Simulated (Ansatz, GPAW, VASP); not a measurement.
# CdSe: 3 runs at one level of theory

```
Cd Se
1.0
     0.00000    3.07027    3.07027
     3.07027    0.00000    3.07027
     3.07027    3.07027    0.00000
Cd Se
1 1
Direct
  0.00000 0.00000 0.00000
  0.25000 0.25000 0.25000
```

The cell is a database's computed one, not the measured one.

Alike in all runs: task single point; functional PBEsol; k mesh 8 × 8 × 8; occupations gaussian, width 0.02 eV; no spin polarisation; no spin-orbit coupling. Pressure is positive in compression and, in plane waves, holds the error of the finite cutoff.

```tsv
program and potentials	plane-wave cutoff (eV)	notes	band gap (eV)	pressure (GPa)
VASP, PBE PAW files Cd, Se, 520 eV	520	potentials made for PBE	0.43	-1.11
GPAW, PAW data sets generated for this functional	600	-	0.42	-1.59
Ansatz, all-electron LAPW, scalar-relativistic	-	-	0.43	-1.39
```

The band gap spans 0.42 (GPAW, PAW data sets generated for this functional) to 0.43 eV (VASP, PBE PAW files Cd, Se, 520 eV), with all-electron results at 0.43. The pressure spans -1.59 (GPAW, PAW data sets generated for this functional) to -1.11 GPa (VASP, PBE PAW files Cd, Se, 520 eV), with all-electron results at -1.39. Spin-orbit coupling, left out here, moves the band edges of heavy atoms.

Differences between rows come from potentials, basis sets and numerical settings, since the functional is the same but for its coding. Runs on potential files found faulty are left out.

The three runs agree closely on the band gap, 0.42 to 0.43 eV, so its small size belongs to the functional at this geometry rather than to the potentials. Zinc-blende CdSe is known to have a much wider gap. A semilocal functional lacks the derivative discontinuity, and it also places the Cd d states too high, which strengthens their repulsion with the Se p states and pushes the valence-band top upwards.

The pressure is negative in every run, which means that the cell is stretched relative to the PBEsol equilibrium and would contract on relaxation. This suggests a lattice constant taken from a functional that binds more weakly, such as PBE. Contraction would probably widen the gap somewhat, since the conduction-band minimum is an antibonding s-like state that rises as the bonds shorten, but this would not close the gap to experiment. The pressure separates the runs more clearly than the gap does, with the all-electron value between the other two. Nothing here bears on the balance between zinc blende and wurtzite.
